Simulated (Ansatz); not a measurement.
Runs of Ansatz 0.2.0 on TePt. The structure is hexagonal, space group P-6m2 (No. 187). Conventional cell: a = 3.955 Å, b = 3.955 Å, c = 3.860 Å, α = 90.00°, β = 90.00°, γ = 120.00°. Around Pt (site symmetry -6m2) lie 6 Te at 2.99 Å. Te (site symmetry -6m2) has 6 Pt at 2.99 Å as nearest neighbours. Measurements of this composition are mostly on another form, of space group No. 166.

| level | U | hubbard projectors | double counting | gap on the mesh (eV) | pressure (GPa) | relaxed volume (Å³/atom) |
| --- | --- | --- | --- | --- | --- | --- |
| r2SCAN+U | Pt d U = 8 eV | ortho-atomic (the default) | fll (the default) | none | 0.0 | 22.92 |
| r2SCAN+U | Pt d U = 4 eV | ortho-atomic (the default) | fll (the default) | none | 0.0 | 22.65 |
| r2SCAN+U | Pt d U = 5 eV | ortho-atomic (the default) | fll (the default) | none | 0.0 | 22.71 |
| r2SCAN | - | - | - | none | 0.0 | (a) |
| r2SCAN+U | Pt d U = 1 eV | ortho-atomic (the default) | fll (the default) | none | 0.0 | (b) |

Alike in all rows: task relaxation of cell and atoms; potentials or basis Ansatz PAW; no spin polarisation; cell relaxed; k mesh 8 × 8 × 7; cutoff (eV) 500; smearing fermi-dirac 0.05 eV.

**Question.** Fill in the values left out.

**Answer.** (a) 22.20; (b) 22.49.

Caveats: the plane-wave basis is chosen anew once the cell has moved, so the energies of steps on either side of that aren't comparable; the PAW data sets come from PBE, with cores solved anew for the run's functional, which leaves a small shift of forces and pressure; the electronic state changed during the relaxation (some runs); U without spin polarisation on a metal has little footing (some runs); the U is typed as a test and isn't derived for this compound (some runs); the volume moved by over 15 % at a fixed basis, so the end points are rough (some runs).

A k mesh can miss the band edges, and the runs leave out spin-orbit coupling on Pt, Te.

A gap of «none» marks a metal or a gap under the smearing width.
